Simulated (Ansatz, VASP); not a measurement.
## One calculation of KTaO3, two programs

Contents of INCAR:

```
SYSTEM = KTaO3
PREC = Accurate ; ENCUT = 520
EDIFF = 1E-7 ; ISMEAR = 0
SIGMA = 0.02 ; LREAL = .False.
LASPH = .True. ; NELM = 60
ALGO = Normal ; ISIF = 2
LWAVE = .False. ; LCHARG = .True.
GGA = PE ; LELF = .True.
LVHAR = .True. ; NBANDS = 27
```

The input KPOINTS:

```
Automatic mesh
0
Gamma
  8 8 8
  0 0 0
```

File POSCAR:

```
KTaO3
1.0
    3.8998345606      0.0000000000      0.0000000000
    0.0000000000      3.8998345606      0.0000000000
    0.0000000000      0.0000000000      3.8998345606
K Ta O
1 1 3
Direct
    0.5000000000      0.5000000000      0.5000000000
    0.0000000000      0.0000000000      0.0000000000
    0.5000000000      0.0000000000      0.0000000000
    0.0000000000      0.5000000000      0.0000000000
    0.0000000000      0.0000000000      0.5000000000
```

Input for Ansatz:

```yaml
crystal:
  lattice:
    - [3.8998345606, 0.0, 0.0]
    - [0.0, 3.8998345606, 0.0]
    - [0.0, 0.0, 3.8998345606]
  atoms:
    - { symbol: K, position: [0.5, 0.5, 0.5] }
    - { symbol: Ta, position: [0.0, 0.0, 0.0] }
    - { symbol: O, position: [0.5, 0.0, 0.0] }
    - { symbol: O, position: [0.0, 0.5, 0.0] }
    - { symbol: O, position: [0.0, 0.0, 0.5] }
basis:
  ecutwfc: 420
kpoints:
  mp_grid: { grid: [8, 8, 8] }
hamiltonian:
  xc: pbe
scf:
  occupations: { method: gaussian, width: 0.02 }
output:
  forces: true
  stress: true
  eigenvalues: true
```

Alike in both runs: task single point; functional PBE; k mesh 8 × 8 × 8; occupations gaussian, width 0.02 eV; no spin polarisation.

|  | VASP | Ansatz |
| --- | --- | --- |
| version | VASP 6.6.1 | Ansatz 0.2.0 |
| potentials or method | VASP PAW PBE potentials, release 64 (K_sv, Ta_pv, O) | scalar-relativistic, plane waves, PAW |
| plane-wave cutoff (eV) | 520 | 420 |
| valence electrons in the cell | 38 | 40 |

VASP gave:

- gap on the k mesh at the Fermi level (eV): 2.32
- least direct gap on the mesh (eV): 2.90
- pressure (GPa): 22.9

Estimate Ansatz's values.

gap on the k mesh at the Fermi level (eV): 2.37; least direct gap on the mesh (eV): 2.93; pressure (GPa): 21.9.

The two sets of potentials don't hold the same shells in valence.

Caveats: so large a pressure means that the cell lies far from this level's equilibrium, or that cutoff or potentials fall short (VASP); spin-orbit coupling is left out, which moves the levels of the heavy elements. A k mesh can miss the band edges.
